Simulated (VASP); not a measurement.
# HfC (Pm-3m) in VASP: further runs

The runs below take HfC through single point, with LDA.

All numbers are computed with VASP 6.6.1; they aren't measurements. Logs are shortened: lines on timing, memory, paths and dates and some standing lists are left out, and cuts for length are marked.

**1. The structure**

The structure is cubic, space group Pm-3m (No. 221). The conventional cell has a = 2.841 Å, b = 2.841 Å, c = 2.841 Å, α = 90.00°, β = 90.00°, γ = 90.00°. Hf (site symmetry m-3m) has 8 C at 2.46 Å as nearest neighbours. C (site symmetry m-3m) is surrounded by 8 Hf at 2.46 Å.

The cell comes from a database or a generator and needn't be the stable form of this composition.

**2. Single point, LDA**

File INCAR:

```
ALGO = Normal
EDIFF = 1E-7
ENCUT = 520
ISIF = 2
ISMEAR = 0
LASPH = T
LCHARG = T
LELF = T
LREAL = F
LVHAR = T
LWAVE = F
NBANDS = 14
NELM = 100
PREC = Accurate
SIGMA = 0.05
```

File KPOINTS:

```
k-points
0
Gamma
  6 6 6
```

File POSCAR:

```
HfC
1.0
    2.8414252679      0.0000000000      0.0000000000
    0.0000000000      2.8414252679      0.0000000000
    0.0000000000      0.0000000000      2.8414252679
Hf C
1 1
Direct
    0.0000000000      0.0000000000      0.0000000000
    0.5000000000      0.5000000000      0.5000000000
```

Potentials or basis: VASP PAW LDA potentials, release 64 (Hf_pv, C).

The run is started by

```sh
cat potpaw_LDA.64/Hf_pv/POTCAR potpaw_LDA.64/C/POTCAR > POTCAR
mpirun -np 1 vasp_std > vasp.out
```

OUTCAR:

```text
EDIFF = 1E-7
   ENCUT = 520
   ISIF = 2
   ISMEAR = 0
   LASPH = T
   LREAL = F
   NELM = 100
   PREC = Accurate

 ion  position               nearest neighbor table
   1  0.000  0.000  0.000-   2 2.46   2 2.46   2 2.46   2 2.46   2 2.46   2 2.46   2 2.46   2 2.46

   2  0.500  0.500  0.500-   1 2.46   1 2.46   1 2.46   1 2.46   1 2.46   1 2.46   1 2.46   1 2.46

  LATTYP: Found a simple cubic cell.
 ALAT       =     2.8414252679

  Lattice vectors:

 A1 = (   2.8414252679,   0.0000000000,   0.0000000000)
 A2 = (   0.0000000000,   2.8414252679,   0.0000000000)
 A3 = (   0.0000000000,   0.0000000000,   2.8414252679)

Analysis of symmetry for initial positions (statically):
=====================================================================
 Subroutine PRICEL returns:
 Original cell was already a primitive cell.

 Routine SETGRP: Setting up the symmetry group for a
 simple cubic supercell.

 Subroutine GETGRP returns: Found 48 space group operations
 (whereof 48 operations were pure point group operations)
 out of a pool of 48 trial point group operations.

The static configuration has the point symmetry O_h .

Analysis of symmetry for dynamics (positions and initial velocities):
=====================================================================
 Subroutine PRICEL returns:
 Original cell was already a primitive cell.

 Routine SETGRP: Setting up the symmetry group for a
 simple cubic supercell.

 Subroutine GETGRP returns: Found 48 space group operations
 (whereof 48 operations were pure point group operations)
 out of a pool of 48 trial point group operations.

The dynamic configuration has the point symmetry O_h .

 Subroutine INISYM returns: Found 48 space group operations
 (whereof 48 operations are pure point group operations),
 and found     1 'primitive' translations

----------------------------------------------------------------------------------------

                                     Primitive cell

  volume of cell :      22.9408

  direct lattice vectors                    reciprocal lattice vectors
     2.841425268  0.000000000  0.000000000     0.351936055  0.000000000  0.000000000
     0.000000000  2.841425268  0.000000000     0.000000000  0.351936055  0.000000000
     0.000000000  0.000000000  2.841425268     0.000000000  0.000000000  0.351936055

  length of vectors
     2.841425268  2.841425268  2.841425268     0.351936055  0.351936055  0.351936055

  position of ions in fractional coordinates (direct lattice)
     0.000000000  0.000000000  0.000000000
     0.500000000  0.500000000  0.500000000

  ion indices of the primitive-cell ions
   primitive index   ion index
                 1           1
                 2           2

----------------------------------------------------------------------------------------

 KPOINTS: k-points

Automatic generation of k-mesh.
 Grid dimensions read from file:
 generate k-points for:    6    6    6

 Generating k-lattice:

  Cartesian coordinates                     Fractional coordinates (reciprocal lattice)
     0.058656009  0.000000000  0.000000000     0.166666667  0.000000000  0.000000000
     0.000000000  0.058656009  0.000000000     0.000000000  0.166666667  0.000000000
     0.000000000  0.000000000  0.058656009     0.000000000  0.000000000  0.166666667

  Length of vectors
     0.058656009  0.058656009  0.058656009

  Shift w.r.t. Gamma in fractional coordinates (k-lattice)
     0.000000000  0.000000000  0.000000000

 Subroutine IBZKPT returns following result:
 ===========================================

 Found     20 irreducible k-points:

 Following reciprocal coordinates:
            Coordinates               Weight
  0.000000  0.000000  0.000000      1.000000
  0.166667  0.000000  0.000000      6.000000
  0.333333  0.000000  0.000000      6.000000
  0.500000  0.000000  0.000000      3.000000
  0.166667  0.166667  0.000000     12.000000
  0.333333  0.166667  0.000000     24.000000
[... 12 lines left out ...]
  0.500000  0.500000  0.333333      6.000000
  0.500000  0.500000  0.500000      1.000000
   k-points           NKPTS =     20   k-points in BZ     NKDIM =     20   number of bands    NBANDS=     14
   number of dos      NEDOS =    301   number of ions     NIONS =      2
   total plane-waves  NPLWV =  13824
   dimension x,y,z NGX =    24 NGY =   24 NGZ =   24
   dimension x,y,z NGXF=    48 NGYF=   48 NGZF=   48
   ions per type =               1   1
   NGX,Y,Z   is equivalent  to a cutoff of  14.04, 14.04, 14.04 a.u.
   NGXF,Y,Z  is equivalent  to a cutoff of  28.08, 28.08, 28.08 a.u.
 SYSTEM =  unknown system
   PREC   = accura    normal or accurate (medium, high low for compatibility)
   ISTART =      0    job   : 0-new  1-cont  2-samecut
   ICHARG =      2    charge: 1-file 2-atom 10-const
   ISPIN  =      1    spin polarized calculation?
   LNONCOLLINEAR =      F non collinear calculations
   LSORBIT =      F    spin-orbit coupling
   LASPH  =      T    aspherical Exc in radial PAW
   ENCUT  =  520.0 eV  38.22 Ry    6.18 a.u.   5.28  5.28  5.28*2*pi/ulx,y,z
   NELM   =    100;   NELMIN=  2; NELMDL= -5     # of ELM steps
   EDIFF  = 0.1E-06   stopping-criterion for ELM
   LREAL  =      F    real-space projection
   EDIFFG = 0.1E-05   stopping-criterion for IOM
   NSW    =      0    number of steps for IOM
   IBRION =     -1    ionic relax: 0-MD 1-quasi-New 2-CG
   NFREE  =      0    steps in history (QN), initial steepest desc. (CG)
   ISIF   =      2    stress and relaxation
   ISYM   =      2    0-nonsym 1-usesym 2-fastsym
   POTIM  = 0.5000    time-step for ionic-motion
   TEBEG  =    0.0;   TEEND  =   0.0 temperature during run
   PSTRESS=    0.0 pullay stress
   NELECT =      14.0000    total number of electrons
   NUPDOWN=      -1.0000    fix difference up-down
   EMIN   =  10.00;   EMAX   =-10.00  energy-range for DOS
   EFERMI =   0.00;   METHOD = LEGACY
   ISMEAR =     0;   SIGMA  =   0.05  broadening in eV -4-tet -1-fermi 0-gaus
   EFERMI_NEDOS =   21; number of points for ismear=-14 and -15
   IALGO  =     38    algorithm
   IMIX   =      4    mixing-type and parameters
     AMIX     =   0.40;   BMIX     =  1.00
     AMIX_MAG =   1.60;   BMIX_MAG =  1.00
  volume/ion in A,a.u.               =      11.47        77.41
  Fermi-wavevector in a.u.,A,eV,Ry     =   1.388613  2.624098 26.235386  1.928246
  Thomas-Fermi vector in A             =   2.512723
   LORBIT       =      0    0 simple, 1 ext, 2 COOP (PROOUT), +10 PAW based schemes
   GGA     = CA    functional components
   LHFCALC =     F    Hartree Fock is set to
   AEXX    =    0.0000 exact exchange contribution
   IVDW    =     0    specifies the selected vdW correction
   LEPSILON=     F    determine dielectric tensor
   LRPA    =     F    only Hartree local field effects (RPA)
 non-spin polarized calculation
 Gauss-broadening in eV      SIGMA  =   0.05
  energy-cutoff  :      520.00
  volume of cell :       22.94
 maximum number of plane-waves:       630
 NGX is ok and might be reduce to    24
   NGX = 11   NGY = 11   NGZ = 11

 number of electron      13.9999997 magnetization

 Free energy of the ion-electron system (eV)
  ---------------------------------------------------
  ext. energy  EPLUGINS =         0.00000000
  ---------------------------------------------------
  free energy    TOTEN  =       -20.21842697 eV

  energy without entropy =      -20.21299671  energy(sigma->0) =      -20.21571184

 E-fermi :   7.0436     XC(G=0): -13.0378

 val. band max:        7.0218967303   @ k =   0.5000   0.1667   0.1667
 cond. band min:       7.0455018552   @ k =   0.5000   0.3333   0.1667
 fundamental gap:      0.0236051249
 Fermi energy:         7.0436319250

 k-point     1 :       0.0000    0.0000    0.0000
  band No.  band energies     occupation
      1     -22.4742      2.00000
      2     -22.4742      2.00000
      3     -22.4742      2.00000
      4      -5.9597      2.00000
      5       4.9099      2.00000
      6       4.9099      2.00000
      7       8.1589      0.00000
      8       8.1589      0.00000
      9       8.1589      0.00000
     10      13.5434      0.00000
     11      13.5434      0.00000
     12      13.5434      0.00000
     13      14.5527      0.00000
     14      19.7067      0.00000

 k-point     2 :       0.1667    0.0000    0.0000
  band No.  band energies     occupation
      1     -22.8240      2.00000
      2     -22.4421      2.00000
      3     -22.4421      2.00000
      4      -5.3236      2.00000
      5       4.3128      2.00000
      6       5.1808      2.00000
      7       7.4630      0.00000
      8       7.4630      0.00000
      9       8.4791      0.00000
     10      13.6914      0.00000
     11      14.1006      0.00000
     12      14.1006      0.00000
     13      15.6694      0.00000
     14      19.7075      0.00000

 k-point     3 :       0.3333    0.0000    0.0000
  band No.  band energies     occupation
      1     -23.4692      2.00000
      2     -22.3771      2.00000
      3     -22.3771      2.00000
      4      -3.7376      2.00000
      5       1.9084      2.00000
      6       5.8058      2.00000
      7       6.3274      2.00000
      8       6.3274      2.00000
      9      11.5365      0.00000
     10      14.0065      0.00000
     11      15.2105      0.00000
     12      15.2105      0.00000
     13      17.2432      0.00000
     14      18.7151      0.00000
[... 256 lines left out ...]
 k-point    19 :       0.5000    0.5000    0.3333
  band No.  band energies     occupation
      1     -23.3940      2.00000
      2     -23.3940      2.00000
      3     -23.0817      2.00000
      4      -1.5951      2.00000
      5       1.7554      2.00000
      6       1.7554      2.00000
      7       3.3723      2.00000
      8      11.4561      0.00000
      9      14.1388      0.00000
     10      14.1388      0.00000
     11      16.4217      0.00000
     12      16.7251      0.00000
     13      19.4908      0.00000
     14      19.4908      0.00000

 k-point    20 :       0.5000    0.5000    0.5000
  band No.  band energies     occupation
      1     -23.3440      2.00000
      2     -23.3440      2.00000
      3     -23.3440      2.00000
      4      -0.0693      2.00000
      5       1.1343      2.00000
      6       1.1343      2.00000
      7       1.1343      2.00000
      8      16.5939      0.00000
      9      16.5939      0.00000
     10      16.5939      0.00000
     11      16.8053      0.00000
     12      17.0971      0.00000
     13      17.0971      0.00000
     14      17.0971      0.00000

------------------------ aborting loop because EDIFF is reached ----------------------------------------

  FORCE on cell =-STRESS in cart. coord.  units (eV):
  Direction    XX          YY          ZZ          XY          YZ          ZX
  --------------------------------------------------------------------------------------
  -------------------------------------------------------------------------------------
  Total       -0.0624259     -0.0624259     -0.0624259      0.0000000      0.0000000     -0.0000000
  in kB       -4.3597997     -4.3597997     -4.3597997      0.0000000      0.0000000     -0.0000000
  external PRESSURE =      -4.3597997 kB  Pullay stress =       0.0000000 kB

 VOLUME and BASIS-vectors are now :
 -----------------------------------------------------------------------------
  energy-cutoff  :      520.00
  volume of cell :       22.94
      direct lattice vectors                 reciprocal lattice vectors
     2.841425268  0.000000000  0.000000000     0.351936055  0.000000000  0.000000000
     0.000000000  2.841425268  0.000000000     0.000000000  0.351936055  0.000000000
     0.000000000  0.000000000  2.841425268     0.000000000  0.000000000  0.351936055

 POSITION                                       TOTAL-FORCE (eV/Angst)
 -----------------------------------------------------------------------------------
      0.00000      0.00000      0.00000         0.000000      0.000000      0.000000
      1.42071      1.42071      1.42071         0.000000      0.000000      0.000000
 -----------------------------------------------------------------------------------
    total drift:                                0.000000      0.000000     -0.000000

  FREE ENERGIE OF THE ION-ELECTRON SYSTEM (eV)
  ---------------------------------------------------
  free  energy   TOTEN  =       -20.2184269654 eV

  energy  without entropy=      -20.2129967132  energy(sigma->0) =      -20.21571184
```

Run time: 4.2 s. Hardware: 1 thread of Intel Xeon Platinum 8488C (Sapphire Rapids), shared host; peak memory 0.13 GiB.

Results:

| Item | Value |
| --- | --- |
| Free energy | -20.2184 eV |
| Pressure | -0.4 GPa |
| Band gap on the k mesh | none (metal or under the smearing width) |

Caveat: the k mesh is coarse (spacing up to 0.37 Å⁻¹), so the values aren't converged. The run has no spin-orbit coupling, so splittings on Hf are missing.

**3. Single point, LDA**

This run uses another cell than the first one, of 10.98 Å³/atom, 0.958 times its volume.

File INCAR:

```
SYSTEM = HfC
ALGO = Normal
EDIFF = 1E-7
ENCUT = 520
GGA = CA
ISIF = 2
ISMEAR = 0
LASPH = .True.
LCHARG = .False.
LREAL = .False.
LWAVE = .False.
NBANDS = 14
NELM = 100
PREC = Accurate
SIGMA = 0.05
```

File KPOINTS:

```
k-points
0
Gamma
  6 6 6
  0 0 0
```

File POSCAR:

```
HfC
1.0
    2.8007261558      0.0000000000      0.0000000000
    0.0000000000      2.8007261558      0.0000000000
    0.0000000000      0.0000000000      2.8007261558
Hf C
1 1
Direct
    0.0000000000      0.0000000000      0.0000000000
    0.5000000000      0.5000000000      0.5000000000
```

Potentials or basis: VASP PAW LDA potentials, release 64 (Hf_pv, C).

The run is started by

```sh
cat potpaw_LDA.64/Hf_pv/POTCAR potpaw_LDA.64/C/POTCAR > POTCAR
mpirun -np 1 vasp_std > vasp.out
```

Run time: 3.7 s. Hardware: 1 thread of Intel Xeon Platinum 8488C (Sapphire Rapids), shared host; peak memory 0.13 GiB.

The run converged. Its results:

```
Free energy            : -20.1880 eV
Pressure               : 10.8 GPa
Band gap on the k mesh : none (metal or under the smearing width)
```

Levels at points of the mesh, in eV from the Fermi level:
```csv
k point,band 4,band 5,band 6,band 7,band 8,band 9,band 10,band 11
"(0.00, 0.00, 0.00)",-13.29,-2.32,-2.32,1.14,1.14,1.14,6.77,6.77
"(0.50, 0.00, 0.00)",-9.38,-7.23,-1.33,-1.33,-0.98,7.45,7.55,9.20
"(0.50, 0.50, 0.00)",-10.55,-2.67,-2.67,-1.25,1.96,3.28,3.28,5.61
"(0.50, 0.50, 0.50)",-7.14,-6.24,-6.24,-6.24,10.07,10.07,10.07,10.25
```

Caveat: the k mesh is coarse (spacing up to 0.37 Å⁻¹), so the values aren't converged. The run has no spin-orbit coupling, so splittings on Hf are missing.

[end of part 1 of 2]
